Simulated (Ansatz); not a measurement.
All numbers below come from DFT PBE, scalar-relativistic, plane waves, PAW (Ansatz 0.2.0). Settings: cutoff 420 eV, Γ-centred meshes spaced at most about 0.3 Å⁻¹, and about 0.25 Å⁻¹ or finer for metals (2π included), Gaussian smearing. No spin polarisation.

These are static total energies at zero pressure.

Compare these two cells of BP₂, each relaxed at this level.

1. Space group P3m1 (No. 156), trigonal, a = 3.263 Å, c = 8.869 Å. B on its first site has 4 P at 1.98–1.99 Å; B on its second site has 4 P at 1.98–1.99 Å; around P on its first site lie 1 B at 1.98 Å and 3 P at 2.23 Å; P on its second site has 4 B at 1.98–1.99 Å; P on its third site has 3 B at 1.99 Å; 1 more site not described.

2. Space group P-3m1 (No. 164), trigonal, a = 3.281 Å, c = 9.493 Å. B is surrounded by 4 P at 1.98 Å; around P on its first site lie 1 B at 1.98 Å and 3 P at 2.22 Å; around P on its second site lie 3 B at 1.98 Å.

Problem. Which form is favoured at zero pressure, and by what margin per atom?

Solution. Cell 1 is lower, by 153 meV/atom. Cell 1 has space group P3m1 (No. 156), 13.6 Å³/atom and no gap on its mesh; cell 2 has space group P-3m1 (No. 164), 14.7 Å³/atom and no gap. Cell 1 and cell 2 both hold P–P nets. Both come from invented guesses.

Weakly bound directions are ill-defined at this level, which has no dispersion term (P3m1, P-3m1), and this can change margins and order among such cells. Cells relaxed within their symmetry can be saddle points.
